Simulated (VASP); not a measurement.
# PbS (Cmcm) in VASP: single point with r2SCAN

Aim: the single point of PbS with r2SCAN.

Program: VASP 6.6.1. These are calculated values, not measurements. Logs are shortened: lines on timing, memory, paths and dates and some standing lists are left out, and cuts for length are marked.

## 1. The cell of the first run

Symmetry: Cmcm, No. 63, orthorhombic system. Conventional cell: a = 4.164 Å, b = 12.007 Å, c = 4.271 Å, α = 90.00°, β = 90.00°, γ = 90.00°. Pb (site symmetry m2m) has 5 S at 2.68 to 2.99 Å as nearest neighbours. Around S (site symmetry m2m) lie 5 Pb at 2.68 to 2.99 Å.

The cell was built by a generator and needn't be a form met in nature.

## 2. Single point, r2SCAN (cell and atoms relaxed tightly for response)

The input, POSCAR:

```
PbS
1.0
    2.0821626932     -6.0036060450      0.0000000000
    2.0821626932      6.0036060450      0.0000000000
    0.0000000000      0.0000000000      4.2712167439
Pb S
2 2
Direct
    0.8695450629      0.1304549371      0.7500000000
    0.1304549371      0.8695450629      0.2500000000
    0.6462719588      0.3537280412      0.7500000000
    0.3537280412      0.6462719588      0.2500000000
```

The input, INCAR.step1:

```
PREC = Accurate ; ENCUT = 520
ISMEAR = 0 ; SIGMA = 0.01
LREAL = False ; LASPH = True
NELM = 100 ; NBANDS = 28
GGA = PE ; ALGO = Normal
EDIFF = 1E-4 ; LWAVE = True
LCHARG = False
```

The input, INCAR.step2:

```
PREC = Accurate ; ENCUT = 520
EDIFF = 1E-6 ; ISMEAR = 0
SIGMA = 0.01 ; LREAL = False
LASPH = True ; NELM = 100
ALGO = Normal ; ISIF = 2
LWAVE = False ; LCHARG = True
METAGGA = R2SCAN ; LMIXTAU = True
LELF = True ; LVHAR = True
NBANDS = 28 ; ISTART = 1
```

The input, KPOINTS:

```
Automatic mesh
0
Gamma
  8 8 6
```

Potentials or basis: VASP PAW PBE potentials, release 64 (Pb_d, S).

Command:

```sh
$ cat potpaw_PBE.64/Pb_d/POTCAR potpaw_PBE.64/S/POTCAR > POTCAR
$ cp INCAR.step1 INCAR
$ mpirun -np 1 vasp_std > vasp.out
$ cp INCAR.step2 INCAR
$ mpirun -np 1 vasp_std > vasp.out
```

OUTCAR:

```text
PREC = Accurate
   ENCUT = 520
   EDIFF = 1E-6
   ISMEAR = 0
   LREAL = False
   LASPH = True
   NELM = 100
   ISIF = 2
   METAGGA = R2SCAN
   ISTART = 1

 ion  position               nearest neighbor table
   1  0.870  0.130  0.750-   3 2.68   4 2.99   4 2.99   4 2.99   4 2.99   2 3.79   2 3.79   2 4.14
                             2 4.14   2 4.14   2 4.14
   2  0.130  0.870  0.250-   4 2.68   3 2.99   3 2.99   3 2.99   3 2.99   1 3.79   1 3.79   1 4.14
                             1 4.14   1 4.14   1 4.14
   3  0.646  0.354  0.750-   1 2.68   2 2.99   2 2.99   2 2.99   2 2.99
   4  0.354  0.646  0.250-   2 2.68   1 2.99   1 2.99   1 2.99   1 2.99

  LATTYP: Found a base centered orthorhombic cell.
 ALAT       =     4.1643253864
 B/A-ratio  =     2.8833510775
 C/A-ratio  =     1.0256683490

  Lattice vectors:

 A1 = (   2.0821626932,  -6.0036060450,   0.0000000000)
 A2 = (   2.0821626932,   6.0036060450,   0.0000000000)
 A3 = (   0.0000000000,   0.0000000000,   4.2712167439)

Analysis of symmetry for initial positions (statically):
=====================================================================
 Subroutine PRICEL returns:
 Original cell was already a primitive cell.

 Routine SETGRP: Setting up the symmetry group for a
 base centered orthorhombic supercell.

 Subroutine GETGRP returns: Found  8 space group operations
 (whereof  4 operations were pure point group operations)
 out of a pool of  8 trial point group operations.

The static configuration has the point symmetry C_2h.
 The point group associated with its full space group is D_2h.

Analysis of symmetry for dynamics (positions and initial velocities):
=====================================================================
 Subroutine PRICEL returns:
 Original cell was already a primitive cell.

 Routine SETGRP: Setting up the symmetry group for a
 base centered orthorhombic supercell.

 Subroutine GETGRP returns: Found  8 space group operations
 (whereof  4 operations were pure point group operations)
 out of a pool of  8 trial point group operations.

The dynamic configuration has the point symmetry C_2h.
 The point group associated with its full space group is D_2h.

 Subroutine INISYM returns: Found  8 space group operations
 (whereof  4 operations are pure point group operations),
 and found     1 'primitive' translations

----------------------------------------------------------------------------------------

                                     Primitive cell

  volume of cell :     106.7846

  direct lattice vectors                    reciprocal lattice vectors
     2.082162693 -6.003606045  0.000000000     0.240134934 -0.083283279  0.000000000
     2.082162693  6.003606045  0.000000000     0.240134934  0.083283279  0.000000000
     0.000000000  0.000000000  4.271216744     0.000000000  0.000000000  0.234125323

  length of vectors
     6.354422635  6.354422635  4.271216744     0.254167053  0.254167053  0.234125323

  position of ions in fractional coordinates (direct lattice)
     0.869545063  0.130454937  0.750000000
     0.130454937  0.869545063  0.250000000
     0.646271959  0.353728041  0.750000000
     0.353728041  0.646271959  0.250000000

  ion indices of the primitive-cell ions
   primitive index   ion index
                 1           1
                 2           2
                 3           3
                 4           4

----------------------------------------------------------------------------------------

 KPOINTS: Automatic mesh

Automatic generation of k-mesh.
 Grid dimensions read from file:
 generate k-points for:    8    8    6

 Generating k-lattice:

  Cartesian coordinates                     Fractional coordinates (reciprocal lattice)
     0.030016867 -0.010410410  0.000000000     0.125000000  0.000000000  0.000000000
     0.030016867  0.010410410  0.000000000     0.000000000  0.125000000  0.000000000
     0.000000000  0.000000000  0.039020887     0.000000000  0.000000000  0.166666667

  Length of vectors
     0.031770882  0.031770882  0.039020887

  Shift w.r.t. Gamma in fractional coordinates (k-lattice)
     0.000000000  0.000000000  0.000000000

 Subroutine IBZKPT returns following result:
 ===========================================

 Found     84 irreducible k-points:

 Following reciprocal coordinates:
            Coordinates               Weight
  0.000000  0.000000  0.000000      1.000000
  0.125000  0.000000  0.000000      4.000000
  0.250000  0.000000  0.000000      4.000000
  0.375000  0.000000  0.000000      4.000000
  0.500000  0.000000  0.000000      2.000000
  0.125000  0.125000  0.000000      2.000000
[... 16 lines left out ...]
  0.125000  0.000000  0.166667      8.000000
  0.250000  0.000000  0.166667      8.000000
 [... further k-points ...]
   k-points           NKPTS =     84   k-points in BZ     NKDIM =     84   number of bands    NBANDS=     28
   number of dos      NEDOS =    301   number of ions     NIONS =      4
   total plane-waves  NPLWV =  73728
   dimension x,y,z NGX =    48 NGY =   48 NGZ =   32
   dimension x,y,z NGXF=    96 NGYF=   96 NGZF=   64
   ions per type =               2   2
   NGX,Y,Z   is equivalent  to a cutoff of  12.56, 12.56, 12.46 a.u.
   NGXF,Y,Z  is equivalent  to a cutoff of  25.12, 25.12, 24.91 a.u.
 SYSTEM =  unknown system
   PREC   = accura    normal or accurate (medium, high low for compatibility)
   ISTART =      1    job   : 0-new  1-cont  2-samecut
   ICHARG =      0    charge: 1-file 2-atom 10-const
   ISPIN  =      1    spin polarized calculation?
   LNONCOLLINEAR =      F non collinear calculations
   LSORBIT =      F    spin-orbit coupling
   LASPH  =      T    aspherical Exc in radial PAW
   ENCUT  =  520.0 eV  38.22 Ry    6.18 a.u.  11.82 11.82  7.94*2*pi/ulx,y,z
   NELM   =    100;   NELMIN=  2; NELMDL=  0     # of ELM steps
   EDIFF  = 0.1E-05   stopping-criterion for ELM
   LREAL  =      F    real-space projection
   EDIFFG = 0.1E-04   stopping-criterion for IOM
   NSW    =      0    number of steps for IOM
   IBRION =     -1    ionic relax: 0-MD 1-quasi-New 2-CG
   NFREE  =      0    steps in history (QN), initial steepest desc. (CG)
   ISIF   =      2    stress and relaxation
   ISYM   =      2    0-nonsym 1-usesym 2-fastsym
   POTIM  = 0.5000    time-step for ionic-motion
   TEBEG  =    0.0;   TEEND  =   0.0 temperature during run
   PSTRESS=    0.0 pullay stress
   NELECT =      40.0000    total number of electrons
   NUPDOWN=      -1.0000    fix difference up-down
   EMIN   =  10.00;   EMAX   =-10.00  energy-range for DOS
   EFERMI =   0.00;   METHOD = LEGACY
   ISMEAR =     0;   SIGMA  =   0.01  broadening in eV -4-tet -1-fermi 0-gaus
   EFERMI_NEDOS =   21; number of points for ismear=-14 and -15
   IALGO  =     38    algorithm
   IMIX   =      4    mixing-type and parameters
     AMIX     =   0.40;   BMIX     =  1.00
     AMIX_MAG =   1.60;   BMIX_MAG =  1.00
  volume/ion in A,a.u.               =      26.70       180.15
  Fermi-wavevector in a.u.,A,eV,Ry     =   1.180118  2.230099 18.948533  1.392678
  Thomas-Fermi vector in A             =   2.316416
   LORBIT       =      0    0 simple, 1 ext, 2 COOP (PROOUT), +10 PAW based schemes
   METAGGA = R2SCAN    functional components
   LHFCALC =     F    Hartree Fock is set to
   AEXX    =    0.0000 exact exchange contribution
   IVDW    =     0    specifies the selected vdW correction
   LEPSILON=     F    determine dielectric tensor
   LRPA    =     F    only Hartree local field effects (RPA)
 non-spin polarized calculation
 Gauss-broadening in eV      SIGMA  =   0.01
  energy-cutoff  :      520.00
  volume of cell :      106.78
 maximum number of plane-waves:      2904
   NGX = 23   NGY = 23   NGZ = 15

 number of electron      40.0000008 magnetization

 Free energy of the ion-electron system (eV)
  ---------------------------------------------------
  ext. energy  EPLUGINS =         0.00000000
  ---------------------------------------------------
  free energy    TOTEN  =      -131.13416010 eV

  energy without entropy =     -131.13416010  energy(sigma->0) =     -131.13416010

 E-fermi :   4.7972     XC(G=0): -10.1164

 val. band max:        4.6792658692   @ k =   0.5000   0.5000   0.3333
 cond. band min:       6.1323127764   @ k =   0.5000   0.5000   0.0000
 fundamental gap:      1.4530469071
 Fermi energy:         4.7972131099

 k-point     1 :       0.0000    0.0000    0.0000
  band No.  band energies     occupation
      1     -12.2465      2.00000
      2     -12.1374      2.00000
      3     -12.1305      2.00000
      4     -12.1195      2.00000
      5     -12.0914      2.00000
      6     -12.0886      2.00000
[... 20 lines left out ...]
     27      11.3164      0.00000
     28      12.1835      0.00000

 k-point     2 :       0.1250    0.0000    0.0000
  band No.  band energies     occupation
      1     -12.2363      2.00000
      2     -12.1335      2.00000
      3     -12.1217      2.00000
      4     -12.1187      2.00000
      5     -12.0937      2.00000
      6     -12.0934      2.00000
[... 20 lines left out ...]
     27      11.4389      0.00000
     28      12.4909      0.00000

 k-point     3 :       0.2500    0.0000    0.0000
  band No.  band energies     occupation
      1     -12.2103      2.00000
      2     -12.1252      2.00000
      3     -12.1194      2.00000
      4     -12.1063      2.00000
      5     -12.1032      2.00000
      6     -12.0980      2.00000
[... 20 lines left out ...]
     27      12.2035      0.00000
     28      13.1536      0.00000

 k-point     4 :       0.3750    0.0000    0.0000
  band No.  band energies     occupation
      1     -12.1785      2.00000
      2     -12.1286      2.00000
      3     -12.1238      2.00000
      4     -12.1192      2.00000
      5     -12.0979      2.00000
      6     -12.0925      2.00000
[... 578 lines left out ...]
     27      11.2183      0.00000
     28      12.9690      0.00000

 k-point    23 :       0.1250    0.0000    0.1667
  band No.  band energies     occupation
      1     -12.2219      2.00000
      2     -12.1334      2.00000
      3     -12.1249      2.00000
      4     -12.1093      2.00000
      5     -12.1061      2.00000
      6     -12.0937      2.00000
[... 20 lines left out ...]
     27      12.1084      0.00000
     28      13.1813      0.00000

 k-point    24 :       0.2500    0.0000    0.1667
  band No.  band energies     occupation
      1     -12.2073      2.00000
      2     -12.1376      2.00000
      3     -12.1212      2.00000
      4     -12.1103      2.00000
      5     -12.1072      2.00000
      6     -12.0900      2.00000
[... 20 lines left out ...]
     27      12.6114      0.00000
     28      13.1834      0.00000

 [... further k-points ...]

------------------------ aborting loop because EDIFF is reached ----------------------------------------

  FORCE on cell =-STRESS in cart. coord.  units (eV):
  Direction    XX          YY          ZZ          XY          YZ          ZX
  --------------------------------------------------------------------------------------
  -------------------------------------------------------------------------------------
  Total        0.0033956      0.0027354      0.0058883      0.0000000      0.0000000      0.0000000
  in kB        0.0509473      0.0410411      0.0883468      0.0000000      0.0000000      0.0000000
  external PRESSURE =       0.0601118 kB  Pullay stress =       0.0000000 kB

 VOLUME and BASIS-vectors are now :
 -----------------------------------------------------------------------------
  energy-cutoff  :      520.00
  volume of cell :      106.78
      direct lattice vectors                 reciprocal lattice vectors
     2.082162693 -6.003606045  0.000000000     0.240134934 -0.083283279  0.000000000
     2.082162693  6.003606045  0.000000000     0.240134934  0.083283279  0.000000000
     0.000000000  0.000000000  4.271216744     0.000000000  0.000000000  0.234125323

 POSITION                                       TOTAL-FORCE (eV/Angst)
 -----------------------------------------------------------------------------------
      2.08216     -4.43721      3.20341         0.000000     -0.004556      0.000000
      2.08216      4.43721      1.06780         0.000000      0.004556     -0.000000
      2.08216     -1.75632      3.20341         0.000000      0.010411     -0.000000
      2.08216      1.75632      1.06780         0.000000     -0.010411      0.000000
 -----------------------------------------------------------------------------------
    total drift:                                0.000000      0.000000      0.000000

  FREE ENERGIE OF THE ION-ELECTRON SYSTEM (eV)
  ---------------------------------------------------
  free  energy   TOTEN  =      -131.1341600991 eV

  energy  without entropy=     -131.1341600991  energy(sigma->0) =     -131.13416010
```

Wall time 8.8 min (1 thread of Intel Xeon Platinum 8488C (Sapphire Rapids), shared host); peak memory 0.42 GiB.

Results:

```yaml
Free_energy: -131.1342 eV
Pressure: 0.0 GPa
Largest_force: 0.010 eV/Å
Band_gap_on_the_k_mesh: 1.45 eV, indirect (least direct gap 1.78 eV)
```

Forces on the atoms (eV/Å):
```
Pb   0.000 -0.005  0.000
Pb   0.000  0.005  0.000
S    0.000  0.010  0.000
S    0.000 -0.010  0.000
```

Caveat: the PAW data sets were made with another functional, which shifts forces and pressure a little; spin-orbit coupling is left out, which as a rule narrows the gap of such compounds by several tenths of an eV.
